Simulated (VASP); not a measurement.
# GaSb (F-43m) in VASP: a series of runs, part 2 of 2

VASP 6.6.1.

**4. Single point, revPBE+D3(BJ)**

This run uses another cell than the first one, of 28.38 Å³/atom, 0.992 times its volume.

INCAR

```
SYSTEM = GaSb
  PREC = Accurate
  ENCUT = 520
  EDIFF = 1E-6
  ISMEAR = -1
  SIGMA = 0.05
  LREAL = .False.
  LASPH = .True.
  NELM = 60
  ALGO = Normal
  ISIF = 2
  LWAVE = .False.
  LCHARG = .True.
  GGA = RE
  IVDW = 12
  LELF = .True.
  LVHAR = .True.
  NBANDS = 16
```

KPOINTS

```
Automatic mesh
0
Gamma
  8 8 8
  0 0 0
```

POSCAR

```
GaSb
1.0
    0.0000000000      3.0503819545      3.0503819545
    3.0503819545      0.0000000000      3.0503819545
    3.0503819545      3.0503819545      0.0000000000
Sb Ga
1 1
Direct
    0.7500000000      0.7500000000      0.7500000000
    0.0000000000      0.0000000000      0.0000000000
```

Potentials or basis: VASP PAW PBE potentials, release 64 (Sb, Ga_d).

The run is started by

```sh
cat potpaw_PBE.64/Sb/POTCAR potpaw_PBE.64/Ga_d/POTCAR > POTCAR
mpirun -np 1 vasp_std > vasp.out
```

OUTCAR:

```text
SYSTEM = GaSb
   PREC = Accurate
   ENCUT = 520
   EDIFF = 1E-6
   ISMEAR = -1
   LREAL = .False.
   LASPH = .True.
   NELM = 60
   ISIF = 2
   GGA = RE
   IVDW = 12
 IVDW          = 12

 ion  position               nearest neighbor table
   1  0.750  0.750  0.750-   2 2.64   2 2.64   2 2.64   2 2.64
   2  0.000  0.000  0.000-   1 2.64   1 2.64   1 2.64   1 2.64

  LATTYP: Found a face centered cubic cell.
 ALAT       =     6.1007639090

  Lattice vectors:

 A1 = (   0.0000000000,   3.0503819545,   3.0503819545)
[... 642 lines left out ...]

 Edisp (eV)   -1.26668

 E8    (eV) :    -0.9162

  FORCE on cell =-STRESS in cart. coord.  units (eV):
  Direction    XX          YY          ZZ          XY          YZ          ZX
  --------------------------------------------------------------------------------------
  -------------------------------------------------------------------------------------
  Total       0.02615     0.02615     0.02615     0.00000     0.00000    -0.00000
  in kB       0.73819     0.73819     0.73819     0.00000     0.00000    -0.00000
  external pressure =        0.74 kB  Pullay stress =        0.00 kB

 VOLUME and BASIS-vectors are now :
 -----------------------------------------------------------------------------
  energy-cutoff  :      520.00
  volume of cell :       56.77
      direct lattice vectors                 reciprocal lattice vectors
     0.000000000  3.050381955  3.050381955    -0.163913899  0.163913899  0.163913899
     3.050381955  0.000000000  3.050381955     0.163913899 -0.163913899  0.163913899
     3.050381955  3.050381955  0.000000000     0.163913899  0.163913899 -0.163913899

 POSITION                                       TOTAL-FORCE (eV/Angst)
 -----------------------------------------------------------------------------------
      4.57557      4.57557      4.57557         0.000000      0.000000      0.000000
      0.00000      0.00000      0.00000        -0.000000     -0.000000     -0.000000
 -----------------------------------------------------------------------------------
    total drift:                               -0.000002     -0.000002     -0.000002

  FREE ENERGIE OF THE ION-ELECTRON SYSTEM (eV)
  ---------------------------------------------------
  free  energy   TOTEN  =        -8.0132975882 eV

  energy  without entropy=       -8.0129848679  energy(sigma->0) =       -8.01314123
```

OSZICAR:

```text
N       E                     dE             d eps       ncg     rms          rms(c)
DAV:   1     0.825282006228E+02    0.82528E+02   -0.86227E+03   944   0.142E+03
DAV:   2    -0.368218148204E+00   -0.82896E+02   -0.79624E+02  1096   0.298E+02
DAV:   3    -0.666620416869E+01   -0.62980E+01   -0.62759E+01  1120   0.647E+01
DAV:   4    -0.677432870392E+01   -0.10812E+00   -0.10811E+00  1232   0.957E+00
DAV:   5    -0.677689773927E+01   -0.25690E-02   -0.25690E-02  1200   0.128E+00    0.327E+00
DAV:   6    -0.674776115978E+01    0.29137E-01   -0.57334E-02  1368   0.375E+00    0.200E+00
DAV:   7    -0.674347746817E+01    0.42837E-02   -0.38821E-02  1064   0.163E+00    0.348E-01
DAV:   8    -0.674560177037E+01   -0.21243E-02   -0.48332E-03  1160   0.770E-01    0.828E-02
DAV:   9    -0.674650406063E+01   -0.90229E-03   -0.12269E-03  1040   0.230E-01    0.359E-02
DAV:  10    -0.674658061698E+01   -0.76556E-04   -0.84930E-05  1192   0.541E-02    0.930E-03
DAV:  11    -0.674661744714E+01   -0.36830E-04   -0.65232E-05  1040   0.532E-02    0.689E-03
DAV:  12    -0.674662000785E+01   -0.25607E-05   -0.54780E-06  1208   0.152E-02    0.745E-04
DAV:  13    -0.674661986871E+01    0.13913E-06   -0.91825E-08   808   0.204E-03
   1 F= -.80132976E+01 E0= -.80131412E+01  d E =-.312720E-03
```

It took 22 s on 1 thread of Intel Xeon Platinum 8259CL at 2.50GHz (Skylake/Cascade Lake), shared host; peak memory 0.19 GiB.

Results:

* Free energy: -8.0133 eV
* Pressure: 0.1 GPa
* Band gap on the k mesh: 0.17 eV, direct
* Dispersion energy per atom: -0.633 eV

Levels at points of the mesh, in eV from the valence-band top:
```
           k point  band 7  band 8  band 9  band 10  band 11  band 12
(0.00, 0.00, 0.00)    0.00    0.00    0.00     0.17     2.78     2.78
(0.50, 0.00, 0.00)   -6.38   -1.17   -1.17     0.48     3.76     3.76
(0.50, 0.50, 0.00)   -6.83   -2.60   -2.60     0.95     1.30     8.76
```

Caveat: the PAW data sets were made with another functional, which shifts forces and pressure a little; spin-orbit coupling is left out, which moves the levels of the heavy elements.

**5. Single point, PBE+D3(BJ)**

This run uses another cell than the first one, of 28.79 Å³/atom, 1.006 times its volume.

INCAR

```
ALGO = Normal
EDIFF = 1E-7
ENCUT = 520
GGA = PE
ISIF = 2
ISMEAR = -1
IVDW = 12
LASPH = T
LCHARG = F
LREAL = F
LWAVE = F
NBANDS = 16
NELM = 80
PREC = Accurate
SIGMA = 0.05
```

KPOINTS

```
k-points
0
Gamma
  8 8 8
```

POSCAR

```
GaSb
1.0
    0.0000000000      3.0649608583      3.0649608583
    3.0649608583      0.0000000000      3.0649608583
    3.0649608583      3.0649608583      0.0000000000
Sb Ga
1 1
Direct
    0.7500000000      0.7500000000      0.7500000000
    0.0000000000      0.0000000000      0.0000000000
```

The run is started by

```sh
cat potpaw_PBE.64/Sb/POTCAR potpaw_PBE.64/Ga_d/POTCAR > POTCAR
mpirun -np 1 vasp_std > vasp.out
```

Wall time 22 s (1 thread of Intel Xeon Platinum 8259CL at 2.50GHz (Skylake/Cascade Lake), shared host); peak memory 0.19 GiB.

It converged, with:

```yaml
Free_energy: -8.0116 eV
Pressure: 0.1 GPa
Band_gap_on_the_k_mesh: zero (filled and empty bands touch)
Dispersion_energy_per_atom: -0.330 eV
```

Levels at points of the mesh, in eV from the Fermi level:
| k point | band 7 | band 8 | band 9 | band 10 | band 11 | band 12 |
| --- | --- | --- | --- | --- | --- | --- |
| (0.00, 0.00, 0.00) | -0.06 | -0.06 | -0.06 | -0.06 | 2.72 | 2.72 |
| (0.50, 0.00, 0.00) | -6.39 | -1.20 | -1.20 | 0.33 | 3.69 | 3.69 |
| (0.50, 0.50, 0.00) | -6.84 | -2.61 | -2.61 | 0.85 | 1.21 | 8.59 |

Caveat: spin-orbit coupling is left out, which moves the levels of the heavy elements; pairwise dispersion overbinds metals, which lowers pressure and volume.

**6. Relaxation of cell and atoms, LDA**

INCAR

```
SYSTEM = GaSb
PREC     = Accurate       ! precision mode
ENCUT    = 600            ! plane-wave cutoff, eV
EDIFF    = 1E-6           ! SCF threshold, eV
ISMEAR   = -1             ! smearing method
SIGMA    = 0.05           ! smearing width, eV
LREAL    = .False.        ! projectors in reciprocal space
LASPH    = .True.         ! aspherical terms in the spheres
NELM     = 100            ! most SCF steps
ALGO     = Normal         ! electronic algorithm
ISIF     = 3              ! what is computed and relaxed
LWAVE    = .False.        ! write WAVECAR
LCHARG   = .False.        ! write CHGCAR
GGA      = CA             ! functional
IBRION   = 2              ! ionic algorithm
NSW      = 80             ! ionic steps
EDIFFG   = -0.005         ! ionic threshold
```

KPOINTS

```
Automatic mesh
0
Gamma
  8 8 8
  0 0 0
```

POSCAR

```
GaSb
1.0
    0.0000000000      3.0590000000      3.0590000000
    3.0590000000      0.0000000000      3.0590000000
    3.0590000000      3.0590000000      0.0000000000
Sb Ga
1 1
Direct
    0.7500000000      0.7500000000      0.7500000000
    0.0000000000      0.0000000000      0.0000000000
```

Potentials or basis: VASP PAW LDA potentials, release 64 (Sb, Ga_d).

The run is started by

```sh
cat potpaw_LDA.64/Sb/POTCAR potpaw_LDA.64/Ga_d/POTCAR > POTCAR
mpirun -np 1 vasp_std > vasp.out
```

Wall time 54 s (1 thread of Intel Xeon Platinum 8259CL at 2.50GHz (Skylake/Cascade Lake), shared host); peak memory 0.19 GiB.

It converged, with:

```yaml
Free_energy: -8.6669 eV
Relaxed_volume: 27.76 Å³/atom
Relaxed_cell: a = 4.282 Å, b = 4.282 Å, c = 4.282 Å, α = 60.00°, β = 60.00°, γ = 60.00°
Space_group_after_relaxing_to_0.05_Å: F-43m (No. 216)
Energy_gained_by_relaxing: 4.3 meV/atom
Ionic_steps: 3
Pressure_after_relaxing: 0.0 GPa
Band_gap_on_the_k_mesh: 0.09 eV, direct
```

Step by step:
```csv
step,energy change (eV),largest force (eV/Å),pressure (GPa),volume (Å³)
1,0.0000,0.0000,-1.58,57.25
2,-0.0076,0.0000,0.57,54.94
3,-0.0087,0.0000,-0.01,55.52
```

Final structure:
```
Sb Ga
1.0
     0.00000    3.02794    3.02794
     3.02794    0.00000    3.02794
     3.02794    3.02794    0.00000
Sb Ga
1 1
Direct
  0.75000 0.75000 0.75000
  0.00000 0.00000 0.00000
```

Levels at points of the mesh, in eV from the valence-band top:
```csv
k point,band 6,band 7,band 8,band 9,band 10,band 11,band 12,band 13
"(0.00, 0.00, 0.00)",-11.73,0.00,0.00,0.00,0.09,2.74,2.74,2.74
"(0.50, 0.00, 0.00)",-10.03,-6.56,-1.20,-1.20,0.36,3.71,3.71,6.29
"(0.50, 0.50, 0.00)",-9.16,-6.99,-2.69,-2.69,0.80,1.11,8.77,8.77
```

Caveat: spin-orbit coupling is left out, which moves the levels of the heavy elements. Zero-point motion and thermal expansion aren't in these numbers.

**7. Summary**

```csv
task,level,potentials or basis,cell,cutoff (eV),smearing,gap on the mesh (eV),pressure (GPa)
single point,PBE,"VASP PAW PBE potentials, release 64 (Sb, Ga_d)","a = 4.326 Å, angles 60.0°, 2 atoms",520,gaussian 0.026 eV,0.04,2.4
single point,PBE,"VASP PAW PBE potentials, release 64 (Sb, Ga_d)","a = 4.326 Å, angles 60.0°, 2 atoms",520,gaussian 0.028 eV,0.04,2.4
single point,revPBE+D3(BJ),"VASP PAW PBE potentials, release 64 (Sb, Ga_d)","a = 4.314 Å, angles 60.0°, 2 atoms",520,fermi-dirac 0.05 eV,0.17,0.1
single point,PBE+D3(BJ),"VASP PAW PBE potentials, release 64 (Sb, Ga_d)","a = 4.335 Å, angles 60.0°, 2 atoms",520,fermi-dirac 0.05 eV,none,0.1
relaxation of cell and atoms,LDA,"VASP PAW LDA potentials, release 64 (Sb, Ga_d)","relaxed from a = 4.326 Å, angles 60.0°, 2 atoms",600,fermi-dirac 0.05 eV,0.09,0.0
```

Alike in all rows: no spin polarisation; k mesh 8 × 8 × 8.

Caveats: spin-orbit coupling is left out, which moves the levels of the heavy elements; the PAW data sets were made with another functional, which shifts forces and pressure a little (some runs); pairwise dispersion overbinds metals, which lowers pressure and volume (some runs).

Total energies depend on the potentials used, so only differences within one code and one set of settings carry meaning.

**8. Comparison with measurements**

Step 2. Measured gap of GaSb: 0.811 eV (direct; 4.2 K; a printed reference work, data compilation). This calculation gives 0.04 eV (-0.78 eV). Spin-orbit coupling on Ga, Sb is left out. The value is that of PBE on a finite k mesh, which can miss the band edges, without temperature or zero-point motion. Semilocal functionals fall short of measured gaps as a rule.

Step 3. A measured gap of GaSb is 0.811 eV (direct; 4.2 K; a printed reference work, data compilation); the calculated 0.04 eV misses it by -0.78 eV. Spin-orbit coupling on Ga, Sb is left out. The value is that of PBE on a finite k mesh, which can miss the band edges, without temperature or zero-point motion. Semilocal functionals fall short of measured gaps as a rule.

Step 4. A measured gap of GaSb is 0.811 eV (direct; 4.2 K; a printed reference work, data compilation); the calculated 0.17 eV misses it by -0.64 eV. Spin-orbit coupling on Ga, Sb is left out. The value is that of revPBE+D3(BJ) on a finite k mesh, which can miss the band edges, without temperature or zero-point motion. Semilocal functionals fall short of measured gaps as a rule.

Step 5. Against the measured gap of GaSb, 0.811 eV (direct; 4.2 K; a printed reference work, data compilation), the calculated 0.00 eV is off by -0.81 eV. Spin-orbit coupling on Ga, Sb is left out. The value is that of PBE+D3(BJ) on a finite k mesh, which can miss the band edges, without temperature or zero-point motion. Semilocal functionals fall short of measured gaps as a rule.
